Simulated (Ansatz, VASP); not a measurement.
## Two plane-wave programs on TaN

```
CELL_PARAMETERS angstrom
0.00000 2.18792 2.18792
2.18792 0.00000 2.18792
2.18792 2.18792 0.00000
ATOMIC_POSITIONS crystal
Ta 0.00000 0.00000 0.00000
N 0.50000 0.50000 0.50000
```

Alike in both runs: functional PBEsol; k mesh 16 × 16 × 16; occupations gaussian, width 0.1 eV; no spin polarisation.

Ansatz relaxed the structure, and its values are those at the end. VASP's run is a single point on that final structure, the one shown.

|  | VASP | Ansatz |
| --- | --- | --- |
| version | VASP 6.6.1 | Ansatz 0.2.0 |
| potentials or method | VASP PAW PBE potentials, release 64 (Ta_pv, N) | scalar-relativistic, plane waves, PAW |
| plane-wave cutoff (eV) | 520 | 420 |
| valence electrons in the cell | 16 | 18 |

|  | VASP | Ansatz | Ansatz less VASP |
| --- | --- | --- | --- |
| gap on the k mesh at the Fermi level (eV) | none | none | - |
| pressure (GPa) | 1.0 | 0.0 | -1.00 |

A gap of «none» marks a metal or a gap that the smearing closes. The functional is the same, so the differences come from potentials, cutoffs and numerics. The two sets of potentials don't hold the same shells in valence.

Caveats: the PAW data sets were made with another functional, which shifts forces and pressure a little (VASP). The runs have no spin-orbit coupling, so splittings on Ta are missing.
